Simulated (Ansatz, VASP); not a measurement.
**Ir: VASP beside Ansatz**

```
CELL_PARAMETERS angstrom
0.00000 1.91560 1.91560
1.91560 0.00000 1.91560
1.91560 1.91560 0.00000
ATOMIC_POSITIONS crystal
Ir 0.00000 0.00000 0.00000
```

Alike in both runs: functional PBEsol; k mesh 12 × 12 × 12; occupations fermi-dirac, width 0.05 eV; non-collinear spin, spin-orbit coupling.

```csv
,VASP,Ansatz
version,VASP 6.6.1,Ansatz 0.2.0
potentials or method,"VASP PAW PBE potentials, release 64 (Ir)",Ansatz PAW
plane-wave cutoff (eV),520,420
valence electrons in the cell,9,17
task,single point,band structure
```

|  | VASP | Ansatz | Ansatz less VASP |
| --- | --- | --- | --- |
| gap on the k mesh at the Fermi level (eV) | none | none | - |
| pressure (GPa) | 1.3 | 0.0 | -1.34 |
| net moment per atom (μB) | 0.00 | 0.00 | 0.000 |

A gap of «none» marks a metal or a gap that the smearing closes. The two sets of potentials don't hold the same shells in valence.

Caveats: the PAW data sets were made with another functional, which shifts forces and pressure a little (VASP); the PAW data sets come from PBE, with cores solved anew for the run's functional, which leaves a small shift of forces and pressure (Ansatz).
